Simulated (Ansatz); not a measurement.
Input and command of a calculation in Ansatz (plane waves; scalar-relativistic PAW potentials unless the input names others):

```yaml
crystal:
  lattice:
    - [3.1457762248, 0.0, 0.0]
    - [-1.5728881124, 2.7243221253, 0.0]
    - [0.0, 0.0, 16.9534210846]
  atoms:
    - { symbol: W, position: [0.3198978662, 0.7033730455, 0.0] }
    - { symbol: S, position: [0.6666666667, 0.3333333333, 0.9075761491] }
    - { symbol: S, position: [0.6666666667, 0.3333333333, 0.0924238509] }
basis:
  ecutwfc: 420
kpoints:
  mp_grid: { grid: [1, 1, 1] }
hamiltonian:
  xc: pbesol
scf:
  occupations: { method: gaussian, width: 0.05 }
  max_iter: 80
output:
  forces: true
  eigenvalues: true
  stress: true
```

```bash
ansatz run input.yaml --threads 2 --pin off --max-ram 5120MiB --backend cpu --events-out ev --progress --plain --runs-dir out
```

Abridged log:
```
Basis set: ecut = 420 eV, 2841 PW (Γ), exchange–correlation on 48×48×240 points (8 copies of the dense FFT grid, shifted against one another)
Bands: 17, of which v1, the nominal top of the filled ones, is band 13 counted from 1 (12 counted from 0)
Symmetry: 2 space group operations
k-points: 1
SCF iter   1: F=—  HF=-12022.288627 eV  |F-HF|=—  |Δ(HF+E_count)|=         —  Δρ=6.77e-2  dr2=1.67e1  ethr=1.77e-3  ⟨swp⟩=7.0  Hψ=106  notcnv=0
SCF iter   2: F=—  HF=-12034.546007 eV  |F-HF|=—  |Δ(HF+E_count)|=    1.23e1  Δρ=1.31e-1  dr2=1.11e2  ethr=1.77e-3  ⟨swp⟩=6.0  Hψ=59  notcnv=0  recentre
SCF iter   3: F=—  HF=-12020.277798 eV  |F-HF|=—  |Δ(HF+E_count)|=    1.43e1  Δρ=2.48e-2  dr2=1.24e0  ethr=1.77e-3  ⟨swp⟩=6.0  Hψ=68  notcnv=0
SCF iter   4: F=—  HF=-12020.093339 eV  |F-HF|=—  |Δ(HF+E_count)|=   1.84e-1  Δρ=1.29e-2  dr2=1.64e-1  ethr=1.77e-3  ⟨swp⟩=3.0  Hψ=36  notcnv=0
SCF iter   5: F=—  HF=-12020.092835 eV  |F-HF|=—  |Δ(HF+E_count)|=   5.04e-4  Δρ=3.15e-3  dr2=1.03e-2  ethr=6.30e-4  ⟨swp⟩=3.0  Hψ=30  notcnv=0
SCF iter   6: F=—  HF=-12020.094446 eV  |F-HF|=—  |Δ(HF+E_count)|=   1.61e-3  Δρ=4.12e-4  dr2=2.50e-4  ethr=3.97e-5  ⟨swp⟩=2.0  Hψ=26  notcnv=0
SCF iter   7: F=—  HF=-12020.094421 eV  |F-HF|=—  |Δ(HF+E_count)|=   2.46e-5  Δρ=1.86e-4  dr2=4.77e-5  ethr=9.60e-7  ⟨swp⟩=3.0  Hψ=30  notcnv=0
SCF iter   8: F=—  HF=-12020.094446 eV  |F-HF|=—  |Δ(HF+E_count)|=   2.42e-5  Δρ=3.59e-5  dr2=1.95e-6  ethr=1.84e-7  ⟨swp⟩=2.0  Hψ=26  notcnv=0
SCF iter   9: F=—  HF=-12020.094445 eV  |F-HF|=—  |Δ(HF+E_count)|=   1.68e-7  Δρ=7.00e-6  dr2=1.18e-7  ethr=7.51e-9  ⟨swp⟩=3.0  Hψ=38  notcnv=0
SCF iter  10: F=-12020.094445 eV  HF=-12020.094445 eV  |F-HF|=1.17e-9  |Δ(HF+E_count)|=   1.78e-8  Δρ=1.20e-6  dr2=2.15e-9  ethr=3.85e-10  ⟨swp⟩=7.0  Hψ=86  notcnv=0
SCF 1 converged in 10 iterations: F = -12020.094445 eV  dr2 = 2.15e-9
SCF converged after 10 iterations
Free energy (F): -12020.094445 eV
Harris-Foulkes:  -12020.094445 eV  (|F-HF|=1.17e-9)
Internal energy: -12020.094445 eV  (E = F + TS)
E sigma→0 (E₀):  -12020.094445 eV
Fermi energy:    0.914928 eV
--- Forces (eV/Å), atoms counted from 1 ---
  atom   1  W      3.62930939    -3.71208047     0.00000000
  atom   2  S     -1.81467307     1.85604617     2.26998931
  atom   3  S     -1.81467307     1.85604617    -2.26998931
--- Stress (GPa, compression-positive) ---
       11.676900       0.707251       0.000000
        0.707251      12.812693       0.000000
        0.000000       0.000000      -7.843978
  P = ⅓ Tr σ = 5.5485 GPa (55.485 kbar)
```

Q: What should be changed?

A: The fault is one k-point for a small cell (kpoints.mp_grid.grid: [12, 12, 2] → [1, 1, 1], the first being the value of the sound run). Setting it back cures it. The run converged all the same, with an energy at zero smearing 2.9 eV/atom above the reference's, pressure 5.55 GPa, largest force 5.191 eV/Å, gap on the mesh 2.02 eV, so convergence alone doesn't show that an input is right. A reference run from the same start on usual settings converged with pressure 0.50 GPa, largest force 2.999 eV/Å, gap on the mesh 1.83 eV.

The run took 0.74 s on 2 threads of Arm Neoverse V1, on a shared host, peak memory 0.31 GiB.